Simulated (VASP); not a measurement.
# Results of a VASP single-point calculation on K2S (strained measured structure)

POSCAR

```
K  S
 1.0000000000000000
    -0.0298068855000000    3.7027186978000000    3.7027186978000000
     3.7027186978000000   -0.0298068855000000    3.7027186978000000
     3.6729118123000002    3.6729118123000002    0.0000000000000000
 K   S
   2   1
Cartesian
  1.8364559061499999  1.8364559061499999  1.8622981485773968
  5.5093677184500001  5.5093677184500001  5.5431392470226024
  0.0000000000000000 -0.0000000000000000 -0.0000000000000000
```

* gap between bands v and c: 2.37 eV
* least direct gap: 2.56 eV

Band v is the last that the valence electrons fill when counted band by band, and c is the next. Levels in eV from the top of v:

```csv
point,v−1,v,c,c+1
Γ,-0.21,-0.19,2.37,5.45
X,-0.01,-0.01,3.50,5.28
K,-0.21,-0.04,3.73,5.44
L,-0.09,-0.08,4.70,5.01
W,-0.39,-0.03,3.71,5.75
```

Task: Which of these levels of theory gave these results?
A. PBEsol
B. r²SCAN
C. PBE
D. PBE with spin–orbit coupling
E. HSE06
F. LDA
G. PBE0

Result: C.

The INCAR was:

```
LASPH = .TRUE.
ENCUT = 520
NSW = 0
NBANDS = 19
LCHARG = .FALSE.
ISMEAR = -1
GGA = PE
ISIF = 2
PREC = Accurate
SIGMA = 0.02
EDIFF = 1E-7
LWAVE = .FALSE.
NELM = 120
LREAL = .FALSE.
IBRION = -1
```
